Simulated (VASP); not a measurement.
Runs of VASP 6.6.1 on NbC (Niobocarbide). The structure is cubic, space group Fm-3m (No. 225). Conventional cell: a = 4.447 Å, b = 4.447 Å, c = 4.447 Å, α = 90.00°, β = 90.00°, γ = 90.00°. Nb (site symmetry m-3m) has 6 C at 2.22 Å as nearest neighbours. C (site symmetry m-3m) has 6 Nb at 2.22 Å as nearest neighbours. 

| level | potentials or basis | gap on the mesh (eV) | pressure (GPa) | relaxed volume (Å³/atom) |
| --- | --- | --- | --- | --- |
| PBE+D3(BJ) | VASP PAW PBE potentials, release 64 (Nb_sv, C) | none | -0.1 | - |
| LDA | VASP PAW LDA potentials, release 64 (Nb_sv, C) | none | -0.1 | 10.84 |
| PBE | VASP PAW PBE potentials, release 64 (Nb_sv, C) | none | 0.0 | (a) |
| PBEsol | VASP PAW PBE potentials, release 64 (Nb_sv, C) | none | -0.1 | 11.00 |

Alike in all rows: task relaxation of cell and atoms; no spin polarisation; cell relaxed; k mesh 14 × 14 × 14; cutoff (eV) 600; smearing methfessel-paxton 0.1 eV.

Question: Fill in the values left out.

Answer: (a) 11.26.

Caveats: the relaxation stopped at its first step, so nothing moved (some runs); pairwise dispersion overbinds metals, which lowers pressure and volume (some runs); the PAW data sets were made with another functional, which shifts forces and pressure a little (some runs).

A k mesh can miss the band edges, and the runs leave out spin-orbit coupling on Nb.

A gap of «none» marks a metal or a gap under the smearing width.
